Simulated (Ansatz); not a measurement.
**Pt: a line through an energy map**

One line of a two-coordinate grid on Pt (P6_3/mmc, No. 194; 2 atoms in the cell): normal strain along x is varied, at normal strain along y = 10 %.

Method: DFT PBE, scalar-relativistic, plane waves, PAW, in Ansatz 0.2.0.

18 further runs of the same task are left out: 18 set aside as unsound or not needed.

### 1 The structure to begin with

The structure is hexagonal, space group P6_3/mmc (No. 194). Conventional cell: a = 2.759 Å, b = 2.759 Å, c = 4.781 Å, α = 90.00°, β = 90.00°, γ = 120.00°. Pt (site symmetry -6m2) has 12 Pt at 2.76 to 2.87 Å as nearest neighbours.

Coordinates:

```xyz
2
Lattice="2.7585 0.0000 0.0000 -1.3793 2.3890 0.0000 0.0000 0.0000 4.7814" Properties=species:S:1:pos:R:3 pbc="T T T"
Pt    1.3793    0.7963    3.5860
Pt    0.0000    1.5926    1.1953
```

It goes back to an entry of the Materials Project, which need not be the stable form.

It is the result of an earlier relaxation at this level (volume 15.75 Å³/atom; gap on the mesh: none (metal)).

### 2 Plan of the line

The energy is mapped over two homogeneous strains (x along [1 0 0], y along [1 2 0], z along [0 0 1] of the conventional cell).

First coordinate, normal strain along x: 7 values from −15 to 15 %. Second coordinate, normal strain along y: 7 values from −15 to 15 %.

Nothing else is relaxed (fractional coordinates fixed). Energies count from the relaxed crystal. Points are written as (first, second).

### 3 Point (−15 %, 10 %)

Input file input.yaml:

```yaml
crystal:
  lattice:
    - [2.3447586725, 0.0, 0.0]
    - [-1.1723793363, 2.627861922, 0.0]
    - [0.0, 0.0, 4.7813829983]
  atoms:
    - { symbol: Pt, position: [0.6666666667, 0.3333333333, 0.75] }
    - { symbol: Pt, position: [0.3333333333, 0.6666666667, 0.25] }
basis:
  ecutwfc: 420
kpoints:
  mp_grid: { grid: [18, 18, 10] }
hamiltonian:
  xc: pbe
scf:
  occupations: { method: gaussian, width: 0.15 }
output:
  forces: true
  stress: true
  eigenvalues: true
```

On the command line:

```sh
$ ansatz run input.yaml --threads 1 --pin off --max-ram 2048MiB --backend cpu --events-out ev --progress --plain --runs-dir out
```

The log of the run, shortened:

```text
Warning: RAYON_NUM_THREADS=1 ignored (pool sized by the plan → 1); use --threads N
[...]
Pseudopotentials: kind: paw
Pseudopotential: Pt, paw, valence charge 18, recommended cutoff 420 eV (normal), Pt.paw.azcp
Functional definition: PBE
[...]
Crystal: 2 atoms, lattice volume = 29.461 Å³
Basis set: ecut = 420 eV, 577 PW (Γ), exchange–correlation on 32×40×64 points (8 copies of the dense FFT grid, shifted against one another)
Bands: 22, of which v1, the nominal top of the filled ones, is band 18 counted from 1 (17 counted from 0)
Symmetry: 8 space group operations
Space group: Cmcm (ITA 63), of the structure as read, at distance tolerance 3.1e-5 Å
k-points: 546 of 3240
[...]
SCF iter   1: F=—  HF=-25044.461179 eV  |F-HF|=—  |Δ(HF+E_count)|=         —  Δρ=8.85e-3  dr2=8.02e-3  ethr=1.77e-3  ⟨swp⟩=5.0  Hψ=46955  notcnv=0
[...]
SCF iter   6: F=-25044.461287 eV  HF=-25044.461287 eV  |F-HF|=6.00e-10  |Δ(HF+E_count)|=   2.85e-9  Δρ=5.01e-6  dr2=4.23e-9  ethr=2.78e-10  ⟨swp⟩=4.2  Hψ=40459  notcnv=0
[...]
SCF converged after 6 iterations
Free energy (F): -25044.461287 eV
[...]
E sigma→0 (E₀):  -25044.448243 eV
Entropy (-TS):   -0.026088 eV (-13.044 meV/atom)
Fermi energy:    24.107496 eV
[...]
--- Forces (eV/Å), atoms counted from 1 ---
  atom   1  Pt     0.00000000    -0.17485390     0.00000000
  atom   2  Pt    -0.00000000     0.17485390     0.00000000
[...]
--- Stress (GPa, compression-positive) ---
      122.969558       0.000000       0.000000
        0.000000       1.642308       0.000000
        0.000000       0.000000       8.303707
  P = ⅓ Tr σ = 44.3052 GPa (443.052 kbar)
--- Band table (eV; the first three rows and the last of 546) ---
  k-point 0: bands = ["-74.4656", "-74.4424", "-28.8125", "-28.4515", "-28.4228", "-28.4081", "-28.3267", "-28.2885", "13.6270", "15.8200", "17.8160", "18.1891", "19.7450", "21.4017", "22.8446", "22.9494", "23.1582", "23.1617", "23.2845", "24.6815", "28.6348", "37.9018"]
[...]
```

Run time: 6.6 s. Hardware: 1 thread of Intel Xeon 6975P-C (Granite Rapids), shared host; peak memory 0.57 GiB.

That is 737 meV/atom from the zero.

### 4 Grid point (−5 %, 10 %)

Changes to input.yaml since step 3:

```diff
@@ -2,4 +2,4 @@
   lattice:
-    - [2.3447586725, 0.0, 0.0]
-    - [-1.1723793363, 2.627861922, 0.0]
+    - [2.620612634, 0.0, 0.0]
+    - [-1.310306317, 2.627861922, 0.0]
     - [0.0, 0.0, 4.7813829983]
```

On the command line:

```sh
$ ansatz run input.yaml --threads 1 --pin off --max-ram 2048MiB --backend cpu --events-out ev --progress --plain --runs-dir out
```

The log of the run, shortened:

```text
Warning: RAYON_NUM_THREADS=1 ignored (pool sized by the plan → 1); use --threads N
[...]
[... 3 set-up lines as earlier in the session ...]
[...]
Crystal: 2 atoms, lattice volume = 32.928 Å³
Basis set: ecut = 420 eV, 639 PW (Γ), exchange–correlation on 36×40×64 points (8 copies of the dense FFT grid, shifted against one another)
Bands: 22, of which v1, the nominal top of the filled ones, is band 18 counted from 1 (17 counted from 0)
[... 1 set-up line as earlier in the session ...]
Space group: Cmcm (ITA 63), of the structure as read, at distance tolerance 3.2e-5 Å
k-points: 546 of 3240
[...]
SCF iter   1: F=—  HF=-25045.687346 eV  |F-HF|=—  |Δ(HF+E_count)|=         —  Δρ=6.65e-3  dr2=5.20e-3  ethr=1.77e-3  ⟨swp⟩=4.8  Hψ=44853  notcnv=0
[...]
SCF iter   6: F=-25045.689580 eV  HF=-25045.689580 eV  |F-HF|=1.24e-10  |Δ(HF+E_count)|=  5.02e-10  Δρ=4.73e-6  dr2=4.23e-9  ethr=2.78e-10  ⟨swp⟩=4.0  Hψ=39601  notcnv=0
[...]
SCF converged after 6 iterations
Free energy (F): -25045.689580 eV
[...]
E sigma→0 (E₀):  -25045.667174 eV
Entropy (-TS):   -0.044812 eV (-22.406 meV/atom)
Fermi energy:    20.750172 eV
[...]
--- Forces (eV/Å), atoms counted from 1 ---
  atom   1  Pt    -0.00000000    -0.02748333    -0.00000000
  atom   2  Pt     0.00000000     0.02748333     0.00000000
[...]
--- Stress (GPa, compression-positive) ---
       10.592197       0.000000      -0.000000
        0.000000     -17.143335       0.000000
       -0.000000       0.000000      -9.704492
  P = ⅓ Tr σ = -5.4185 GPa (-54.185 kbar)
--- Band table (eV; the first three rows and the last of 546) ---
  k-point 0: bands = ["-77.3744", "-77.3567", "-31.6972", "-31.4926", "-31.4529", "-31.4193", "-31.3934", "-31.3799", "11.5016", "14.1204", "16.5421", "16.6676", "17.4502", "18.6259", "18.8128", "19.0931", "19.2809", "20.2891", "20.3848", "20.8279", "25.4467", "35.1760"]
[...]
```

It took 7.2 s on 1 thread of Intel Xeon 6975P-C (Granite Rapids), shared host; peak memory 0.6 GiB.

That is 123 meV/atom from the zero.

### 5 The run at (0 %, 10 %)

Changes to input.yaml since step 4:

```diff
@@ -2,4 +2,4 @@
   lattice:
-    - [2.620612634, 0.0, 0.0]
-    - [-1.310306317, 2.627861922, 0.0]
+    - [2.7585396147, 0.0, 0.0]
+    - [-1.3792698074, 2.627861922, 0.0]
     - [0.0, 0.0, 4.7813829983]
```

On the command line:

```sh
$ ansatz run input.yaml --threads 1 --pin off --max-ram 2048MiB --backend cpu --events-out ev --progress --plain --runs-dir out
```

The log of the run, shortened:

```text
[...]
SCF converged after 6 iterations
Free energy (F): -25045.668155 eV
[...]
E sigma→0 (E₀):  -25045.640179 eV
Entropy (-TS):   -0.055952 eV (-27.976 meV/atom)
Fermi energy:    19.357377 eV
[...]
--- Forces (eV/Å), atoms counted from 1 ---
  atom   1  Pt     0.00000000    -0.02507412     0.00000000
  atom   2  Pt    -0.00000000     0.02507412     0.00000000
[...]
--- Stress (GPa, compression-positive) ---
      -12.189195       0.000000       0.000000
        0.000000     -22.168546       0.000000
        0.000000       0.000000     -15.489909
  P = ⅓ Tr σ = -16.6159 GPa (-166.159 kbar)
--- Band table (eV; the first three rows and the last of 546) ---
  k-point 0: bands = ["-78.6199", "-78.6044", "-32.9368", "-32.7684", "-32.7293", "-32.6955", "-32.6680", "-32.6575", "10.6107", "13.3123", "15.8169", "16.0359", "16.4523", "17.1684", "17.3757", "17.4833", "17.7015", "19.0107", "19.2918", "19.3575", "24.0508", "33.9806"]
[...]
```

Wall time 7.5 s (1 thread of Intel Xeon 6975P-C (Granite Rapids), shared host); peak memory 0.62 GiB.

That is 134 meV/atom from the zero.

### 6 Grid point (5 %, 10 %)

Changes to input.yaml since step 5:

```diff
@@ -2,4 +2,4 @@
   lattice:
-    - [2.7585396147, 0.0, 0.0]
-    - [-1.3792698074, 2.627861922, 0.0]
+    - [2.8964665954, 0.0, 0.0]
+    - [-1.4482332978, 2.627861922, 0.0]
     - [0.0, 0.0, 4.7813829983]
```

On the command line:

```sh
$ ansatz run input.yaml --threads 1 --pin off --max-ram 2048MiB --backend cpu --events-out ev --progress --plain --runs-dir out
```

The log of the run, shortened:

```text
Warning: RAYON_NUM_THREADS=1 ignored (pool sized by the plan → 1); use --threads N
[...]
[... 3 set-up lines as earlier in the session ...]
[...]
Crystal: 2 atoms, lattice volume = 36.394 Å³
Basis set: ecut = 420 eV, 703 PW (Γ), exchange–correlation on 40×48×64 points (8 copies of the dense FFT grid, shifted against one another)
Bands: 22, of which v1, the nominal top of the filled ones, is band 18 counted from 1 (17 counted from 0)
[... 1 set-up line as earlier in the session ...]
Space group: Cmcm (ITA 63), of the structure as read, at distance tolerance 3.3e-5 Å
k-points: 546 of 3240
[...]
SCF iter   1: F=—  HF=-25045.464043 eV  |F-HF|=—  |Δ(HF+E_count)|=         —  Δρ=4.18e-3  dr2=2.13e-3  ethr=1.77e-3  ⟨swp⟩=4.7  Hψ=44419  notcnv=0
[...]
SCF iter   6: F=-25045.466687 eV  HF=-25045.466687 eV  |F-HF|=2.36e-10  |Δ(HF+E_count)|=  3.17e-10  Δρ=4.01e-6  dr2=5.42e-9  ethr=1.78e-10  ⟨swp⟩=2.0  Hψ=37540  notcnv=0
the search or the solves at the SCF's close seem to have found levels that the self-consistency loop had missed (the run counts 1). By its estimate they hold under 1e-12 electrons; where the run keeps them, the occupations were computed again with them
[...]
SCF converged after 6 iterations
Free energy (F): -25045.466687 eV
[...]
E sigma→0 (E₀):  -25045.434094 eV
Entropy (-TS):   -0.065185 eV (-32.593 meV/atom)
Fermi energy:    18.101938 eV
[...]
--- Forces (eV/Å), atoms counted from 1 ---
  atom   1  Pt     0.00000000    -0.01983498     0.00000000
  atom   2  Pt    -0.00000000     0.01983498    -0.00000000
[...]
--- Stress (GPa, compression-positive) ---
      -23.565415       0.000000      -0.000000
        0.000000     -25.459538      -0.000000
       -0.000000      -0.000000     -20.390918
  P = ⅓ Tr σ = -23.1386 GPa (-231.386 kbar)
--- Band table (eV; the first three rows and the last of 546) ---
[... band rows left out ...]
[...]
```

It took 10 s on 1 thread of Intel Xeon 6975P-C (Granite Rapids), shared host; peak memory 0.63 GiB.

On the map this point reads 234 meV/atom.

### 7 The run at (10 %, 10 %)

Changes to input.yaml since step 6:

```diff
@@ -2,4 +2,4 @@
   lattice:
-    - [2.8964665954, 0.0, 0.0]
-    - [-1.4482332978, 2.627861922, 0.0]
+    - [3.0343935762, 0.0, 0.0]
+    - [-1.5171967881, 2.627861922, 0.0]
     - [0.0, 0.0, 4.7813829983]
@@ -20 +20,5 @@
   eigenvalues: true
+  write_density: true
+  write_potential: true
+  elf: true
+  volumetric_format: npy
```

On the command line:

```sh
$ ansatz run input.yaml --threads 1 --pin off --max-ram 2048MiB --backend cpu --events-out ev --progress --plain --runs-dir out
```

The log of the run, shortened:

```text
[...]
SCF converged after 6 iterations
Free energy (F): -25045.183930 eV
[...]
E sigma→0 (E₀):  -25045.147942 eV
Entropy (-TS):   -0.071975 eV (-35.988 meV/atom)
Fermi energy:    16.956977 eV
[...]
--- Forces (eV/Å), atoms counted from 1 ---
  atom   1  Pt     0.00000000    -0.00000000    -0.00000000
  atom   2  Pt    -0.00000000     0.00000000     0.00000000
[...]
--- Stress (GPa, compression-positive) ---
      -27.851896       0.000000      -0.000000
        0.000000     -27.851896       0.000000
       -0.000000       0.000000     -24.756576
  P = ⅓ Tr σ = -26.8201 GPa (-268.201 kbar)
--- Band table (eV; the first three rows and the last of 222) ---
  k-point 0: bands = ["-80.7590", "-80.7471", "-35.0885", "-34.8921", "-34.8921", "-34.8762", "-34.8560", "-34.8560", "9.0809", "11.8327", "14.4908", "14.4908", "14.5699", "14.8701", "14.8701", "15.1322", "15.1322", "16.7454", "16.7454", "17.6024", "21.6224", "31.6211"]
[...]
```

It took 4.8 s on 1 thread of Intel Xeon 6975P-C (Granite Rapids), shared host; peak memory 0.45 GiB.

Density in a lattice plane of the grid's cell (edges 3.03 and 4.78 Å, at 0.333 of the third edge), which holds Pt.

Values in e/Å³, 12 rows by 8 columns:
```
 0.28  0.17  0.19  0.38  1.02  2.03  1.75  0.72
 0.54  0.22  0.26  0.91  4.37  8.24  7.34  2.79
 0.75  0.25  0.32  1.41  6.79 11.45 10.49  4.53
 0.54  0.22  0.26  0.91  4.37  8.24  7.34  2.79
 0.28  0.17  0.19  0.38  1.02  2.03  1.75  0.72
 0.20  0.18  0.19  0.22  0.29  0.36  0.34  0.26
 0.28  0.36  0.35  0.26  0.20  0.18  0.18  0.21
 0.54  0.93  0.87  0.46  0.23  0.17  0.18  0.27
 0.75  1.47  1.35  0.62  0.27  0.17  0.19  0.32
 0.54  0.93  0.87  0.46  0.23  0.17  0.18  0.27
 0.28  0.36  0.35  0.26  0.20  0.18  0.18  0.21
 0.20  0.18  0.19  0.22  0.29  0.36  0.34  0.26
```
Columns run along the first of these edges and rows up along the second, over one cell in 8 and 12 even steps from the bottom left corner. Atoms in the plane (fractional): Pt at (0.67, 0.75).

ELF in the same plane.

Values, 12 rows by 8 columns:
```
0.23 0.19 0.20 0.25 0.37 0.47 0.45 0.32
0.28 0.22 0.23 0.35 0.60 0.67 0.66 0.53
0.33 0.24 0.25 0.42 0.65 0.67 0.67 0.60
0.28 0.22 0.23 0.35 0.60 0.67 0.66 0.53
0.23 0.19 0.20 0.25 0.37 0.47 0.45 0.32
0.22 0.20 0.20 0.22 0.24 0.23 0.23 0.23
0.23 0.24 0.24 0.23 0.21 0.20 0.20 0.22
0.28 0.35 0.34 0.27 0.22 0.19 0.20 0.23
0.33 0.42 0.40 0.30 0.22 0.19 0.20 0.24
0.28 0.35 0.34 0.27 0.22 0.19 0.20 0.23
0.23 0.24 0.24 0.23 0.21 0.20 0.20 0.22
0.22 0.20 0.20 0.22 0.24 0.23 0.23 0.23
```
Columns run along the first of these edges and rows up along the second, over one cell in 8 and 12 even steps from the bottom left corner. Atoms in the plane (fractional): Pt at (0.67, 0.75).

Both are smooth fields of the valence electrons: close to the nuclei they are not physical.

Energy on the map's scale: 376 meV/atom.

### 8 Point (15 %, 10 %)

Changes to input.yaml since step 7:

```diff
@@ -2,4 +2,4 @@
   lattice:
-    - [3.0343935762, 0.0, 0.0]
-    - [-1.5171967881, 2.627861922, 0.0]
+    - [3.1723205569, 0.0, 0.0]
+    - [-1.5861602785, 2.627861922, 0.0]
     - [0.0, 0.0, 4.7813829983]
@@ -20,5 +20 @@
   eigenvalues: true
-  write_density: true
-  write_potential: true
-  elf: true
-  volumetric_format: npy
```

On the command line:

```sh
$ ansatz run input.yaml --threads 1 --pin off --max-ram 2048MiB --backend cpu --events-out ev --progress --plain --runs-dir out
```

The log of the run, shortened:

```text
Warning: RAYON_NUM_THREADS=1 ignored (pool sized by the plan → 1); use --threads N
[...]
[... 3 set-up lines as earlier in the session ...]
[...]
Crystal: 2 atoms, lattice volume = 39.860 Å³
Basis set: ecut = 420 eV, 759 PW (Γ), exchange–correlation on 48×48×64 points (8 copies of the dense FFT grid, shifted against one another)
Bands: 22, of which v1, the nominal top of the filled ones, is band 18 counted from 1 (17 counted from 0)
[... 1 set-up line as earlier in the session ...]
Space group: Cmcm (ITA 63), of the structure as read, at distance tolerance 3.4e-5 Å
k-points: 546 of 3240
[...]
SCF iter   1: F=—  HF=-25044.874620 eV  |F-HF|=—  |Δ(HF+E_count)|=         —  Δρ=4.49e-3  dr2=2.73e-3  ethr=1.77e-3  ⟨swp⟩=4.7  Hψ=44293  notcnv=0
[...]
SCF iter   6: F=-25044.876543 eV  HF=-25044.876543 eV  |F-HF|=7.28e-12  |Δ(HF+E_count)|=   5.67e-9  Δρ=3.14e-6  dr2=3.18e-9  ethr=1.33e-10  ⟨swp⟩=2.1  Hψ=40138  notcnv=0
[...]
SCF converged after 6 iterations
Free energy (F): -25044.876543 eV
[...]
E sigma→0 (E₀):  -25044.840519 eV
Entropy (-TS):   -0.072048 eV (-36.024 meV/atom)
Fermi energy:    15.908979 eV
[...]
--- Forces (eV/Å), atoms counted from 1 ---
  atom   1  Pt    -0.00000000     0.02191957     0.00000000
  atom   2  Pt     0.00000000    -0.02191957     0.00000000
[...]
--- Stress (GPa, compression-positive) ---
      -28.659671       0.000000       0.000000
        0.000000     -29.640421       0.000000
        0.000000       0.000000     -28.327141
  P = ⅓ Tr σ = -28.8757 GPa (-288.757 kbar)
--- Band table (eV; the first three rows and the last of 546) ---
  k-point 0: bands = ["-81.6866", "-81.6761", "-36.0261", "-35.8448", "-35.8365", "-35.8094", "-35.7987", "-35.7649", "8.4180", "11.1621", "13.3868", "13.7932", "13.7951", "13.8688", "14.0743", "14.1288", "14.2186", "15.6682", "15.7437", "16.8485", "20.5664", "30.3408"]
[...]
```

Wall time 8.5 s (1 thread of Intel Xeon 6975P-C (Granite Rapids), shared host); peak memory 0.65 GiB.

That is 529 meV/atom from the zero.

### 9 Variant: xc lda, occupations.method fermi_dirac, occupations.width 0.01, mixing.algorithm anderson, mixing.beta 0.3, ecutwfc left out

Input file input.yaml:

```yaml
crystal:
  lattice:
    - [3.1723205569, 0.0, 0.0]
    - [-1.5861602785, 2.627861922, 0.0]
    - [0.0, 0.0, 4.7813829983]
  atoms:
    - { symbol: Pt, position: [0.6666666667, 0.3333333333, 0.75] }
    - { symbol: Pt, position: [0.3333333333, 0.6666666667, 0.25] }
kpoints:
  mp_grid: { grid: [18, 18, 10] }
hamiltonian:
  xc: lda
scf:
  occupations: { method: fermi_dirac, width: 0.01 }
  mixing: { algorithm: anderson, beta: 0.3 }
output:
  forces: true
  eigenvalues: true
  stress: true
```

On the command line:

```sh
$ ansatz run input.yaml --threads 1 --pin off --max-ram 2048MiB --backend cpu --events-out ev --progress --plain --runs-dir out
```

The log of the run, shortened:

```text
Warning: RAYON_NUM_THREADS=1 ignored (pool sized by the plan → 1); use --threads N
[...]
[... 2 set-up lines as earlier in the session ...]
Functional definition: SPW92
[...]
Crystal: 2 atoms, lattice volume = 39.860 Å³
Basis set: ecut = 420 eV, 759 PW (Γ)
Bands: 22, of which v1, the nominal top of the filled ones, is band 18 counted from 1 (17 counted from 0)
[... 2 set-up lines as earlier in the session ...]
k-points: 546 of 3240
[...]
SCF iter   1: F=—  HF=-24488.048295 eV  |F-HF|=—  |Δ(HF+E_count)|=         —  Δρ=1.00e-2  dr2=2.47e-2  ethr=1.77e-3  ⟨swp⟩=5.0  Hψ=47185  notcnv=0
[...]
SCF iter   7: F=-24488.042933 eV  HF=-24488.042933 eV  |F-HF|=2.86e-9  |Δ(HF+E_count)|=   2.86e-7  Δρ=1.28e-5  dr2=3.43e-8  ethr=2.78e-10  ⟨swp⟩=3.0  Hψ=47593  notcnv=0
[...]
SCF converged after 7 iterations
Stability not checked: this state was not tested for a lower state beside it, because the mixer in use, unlike msr1, does not test its closes by its own steps (another_mixer; see scf.mixing.algorithm and scf.lower_state_search)
Free energy (F): -24488.042933 eV
[...]
E sigma→0 (E₀):  -24488.041825 eV
Entropy (-TS):   -0.002215 eV (-1.108 meV/atom)
Fermi energy:    15.531318 eV
[...]
--- Forces (eV/Å), atoms counted from 1 ---
  atom   1  Pt    -0.00000000     0.01241410     0.00000000
  atom   2  Pt     0.00000000    -0.01241410     0.00000000
[...]
--- Stress (GPa, compression-positive) ---
      -37.946000       0.000000       0.000000
        0.000000     -39.841353       0.000000
        0.000000       0.000000     -39.601156
  P = ⅓ Tr σ = -39.1295 GPa (-391.295 kbar)
--- Band table (eV; the first three rows and the last of 546) ---
  k-point 0: bands = ["-82.2129", "-82.2024", "-36.4392", "-36.2497", "-36.2496", "-36.2141", "-36.1940", "-36.1601", "7.9763", "10.7600", "13.0054", "13.4074", "13.4152", "13.5002", "13.6911", "13.7444", "13.8529", "15.2946", "15.3688", "16.4432", "20.1090", "29.9925"]
[...]
```

It took 9.6 s on 1 thread of Intel Xeon 6975P-C (Granite Rapids), shared host; peak memory 0.61 GiB.

| run | ending | energy change | pressure (GPa) | gap (eV) | force (eV/Å) | cycles | time |
| --- | --- | --- | --- | --- | --- | --- | --- |
| step 8 | converged | - | -28.9 | 0.00 | 0.02 | 6 | 8.5 s |
| variant | converged | not comparable | -39.1 | 0.00 | 0.01 | 7 | 9.6 s |

A change of functional puts the total energy on another scale; the pressure goes from -28.9 to -39.1 GPa. The smearing changed too.

### 10 What came out

| normal strain along x (%) | step | energy (meV/atom) | slope (meV/atom per %) | pressure (GPa) | largest force on an atom (eV/Å) |
| --- | --- | --- | --- | --- | --- |
| −15 | 3 | 737 | −133 | 44 | 0.175 |
| −10 | – | 281 | −56 | 13 | 0.072 |
| −5 | 4 | 123 | −11 | −5 | 0.027 |
| 0 | 5 | 134 | 13 | −17 | 0.025 |
| 5 | 6 | 234 | 25 | −23 | 0.020 |
| 10 | 7 | 376 | 30 | −27 | 0.000 |
| 15 | 8 | 529 | 31 | −29 | 0.022 |

Energies count from the relaxed crystal. Rows without a step come from runs not printed here or follow by symmetry. Slopes come from the forces (and the stress, where the cell changes), not from differences of energies.

| run | outcome |
| --- | --- |
| step 9, run with xc lda, occupations.method fermi_dirac, occupations.width 0.01, mixing.algorithm anderson, mixing.beta 0.3, ecutwfc left out (against step 8) | converged; the pressure goes from -28.9 to -39.1 GPa |

The lowest point of the line is at −5 %, 123 meV/atom from the zero. A fit to energies and slopes at the lowest point and its two neighbours puts the minimum at −3.0 %, with a curvature of about 5.2 meV/atom per %². Divided by the reference volume, that is a stiffness of about 530 GPa for this pattern of strain, with the ions clamped. The highest point computed, at −15 %, lies 614 meV/atom above the lowest. This is one cut through a surface in two coordinates; the map's lowest point lies off it. A rigid map gives upper bounds: relaxing the other coordinates can only lower a point. Spin-orbit coupling is left out for Pt.
